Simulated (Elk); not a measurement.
The cell is COD entry 9008555, as deposited and not checked against the literature; nothing was relaxed.

A run on Tl: DFT, PBE, all-electron APW+lo, Dirac cores, scalar-relativistic bands (Elk 11.2.3 with local patches). The input:

```
tasks
  0
  110
  115

xctype
  20

rgkmax
  8.0

gmaxvr
  16.0

lmaxapw
  10

lmaxo
  7

lmaxi
  3

nrmtscf
  2.0

nempty
  8

epspot
  1e-06

epsengy
  1e-05

maxscl
  60

hmaxvr
  6.0

lradstp
  4

swidth
  0.001

mixtype
  0

beta0
  0.8

tforce
  .true.

sppath
  './'

avec
  -3.66795840790 3.66795840790 3.66795840790
  3.66795840790 -3.66795840790 3.66795840790
  3.66795840790 3.66795840790 -3.66795840790

atoms
  1
  'Tl.in'
  1
  0.000000000000 0.000000000000 0.000000000000   0.000 0.000 0.000

ngridk
  10 10 10
```

Sphere radii set in the species files: Tl 2.80 bohr.

Total energy and RMS change of the potential by loop (first and last loops):

```tsv
loop	E (Ha)	RMS ΔV (Ha)
1	-20290.804978	–
2	-20296.709735	9.52e-02
3	-20282.577752	1.01e-01
4	-20295.130293	1.04e-01
5	-20282.147359	1.05e-01
53	-20284.118933	7.28e-02
54	-20292.988475	7.22e-02
55	-20284.187735	7.17e-02
56	-20292.920172	7.11e-02
57	-20284.255474	7.06e-02
58	-20292.852925	7.00e-02
59	-20284.322166	6.95e-02
60	-20292.786718	–
```

Messages:

```
Warning(rhonorm): total charge density incorrect for s.c. loop 1
 Calculated :    80.68830198
 Required   :    81.00000000
```

Problem. Can this result be used?

Solution. No. The loop stopped after 60 iterations without meeting its targets: with linear mixing, beta0 = 0.8 the potential runs away or oscillates, and any warnings on linearisation energies follow from that.
